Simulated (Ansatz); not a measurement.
The system is AlN.

```
CELL_PARAMETERS angstrom
0.00000 2.03452 2.03452
2.03452 0.00000 2.03452
2.03452 2.03452 0.00000
ATOMIC_POSITIONS crystal
Al 0.50000 0.50000 0.50000
N 0.00000 0.00000 0.00000
```

Measurements of this composition are mostly on another form, of space group No. 186.

- Program: Ansatz 0.2.0
- Task: relaxation of cell and atoms
- Functional: BLYP
- Potentials or basis: Ansatz PAW
- Cutoff: 420 eV (not typed: the program's choice for these potentials)
- k mesh: 11 × 11 × 11
- Occupations: fermi-dirac, width 0.05 eV
- Spin: no spin polarisation

At the start: volume 8.42 Å³/atom.

How do energy, volume and symmetry change on relaxing?

It ends after 7 steps and the volume is 8.57 Å³/atom (+1.8 %); space group Fm-3m (No. 225, to 0.05 Å).

Step by step:
```tsv
step	energy change (eV)	largest force (eV/Å)	volume (Å³)
1	0.0000	0.0000	16.84
2	-0.0025	0.0000	16.98
3	-0.0030	0.0000	17.14
4	-0.0030	0.0000	17.14
5	-0.0042	0.0000	17.14
6	-0.0042	0.0000	17.15
7	-0.0042	0.0000	17.15
```

Final structure:
```
Al N
1.0
     0.00000    2.04669    2.04669
     2.04669    0.00000    2.04669
     2.04669    2.04669    0.00000
Al N
1 1
Direct
  0.50000 0.50000 0.50000
  0.00000 0.00000 0.00000
```

Caveat: the plane-wave basis is chosen anew once the cell has moved, so the energies of steps on either side of that aren't comparable; the pressure holds a Pulay correction of +0.6 GPa for the finite cutoff; the PAW data sets come from PBE, with cores solved anew for the run's functional, which leaves a small shift of forces and pressure.
